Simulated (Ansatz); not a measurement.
**An elastic constant from a strain scan in K**

These are results of Ansatz, DFT PBE, scalar-relativistic, plane waves, PAW, not measurements. Cutoff 420 eV, Γ-centred 14×14×14 k-points, Gaussian smearing of 0.15 eV. No spin polarisation. Energies are free energies at this smearing, counted from the undisturbed cell; pressure is positive in compression.

The undisturbed cell (as given, not relaxed at this level; it stands at 0.1 GPa):

```yaml
crystal:
  lattice:
    - [-2.61800, 2.61800, 2.61800]
    - [2.61800, -2.61800, 2.61800]
    - [2.61800, 2.61800, -2.61800]
  atoms:
    - { symbol: K, position: [0.00000, 0.00000, 0.00000] }
```

The cell is strained by ε times the Voigt pattern (0, 1, 0, 0, 0, 0) (xx, yy, zz, yz, xz, xy; engineering shear) with fractional coordinates fixed. The cell holds 1 atom in V0 = 71.77 Å³. The stress column is τ = (1/V0) dE/dε, got from the stress tensor σ (compression positive) at each point as −det(1 + εP) σ : P(1 + εP)⁻¹, with P the pattern as a tensor.

| ε | ΔE (meV/atom) | τ (GPa) |
| --- | --- | --- |
| -0.0200 | 1.356 | -0.201 |
| -0.0150 | 0.935 | -0.176 |
| -0.0100 | 0.569 | -0.151 |
| -0.0050 | 0.258 | -0.127 |
| 0.0000 | 0.000 | -0.104 |
| 0.0050 | -0.207 | -0.081 |
| 0.0100 | -0.365 | -0.060 |
| 0.0150 | -0.475 | -0.039 |
| 0.0175 | -0.513 | -0.029 |
| 0.0200 | ? | ? |

Task: Which combination of elastic constants does this scan measure, and how large is it?

Result: For small ε, τ = τ0 + Kε with K = pᵀCp, which for this pattern is C11 in the cubic axes. The parabola through τ at ε = -0.0050, 0 and 0.0050 has slope K = 4.6 GPa at zero. The energies per cell, E = NΔE, of the same two points give K = 2[E(ε₊)/ε₊ − E(ε₋)/ε₋]/[(ε₊ − ε₋)V0] = 4.6 GPa, in agreement.

Task: Predict the withheld row at ε = 0.0200 from the harmonic law, and compare.

Result: ΔE = V0(τ0 ε + Kε²/2)/N = -0.521 meV/atom and τ = -0.01 GPa. The calculation gives -0.539 meV/atom and -0.02 GPa, a miss of 3.4 % of the harmonic energy, so the harmonic law still holds here.

In a metal these slopes depend on the k mesh and the smearing.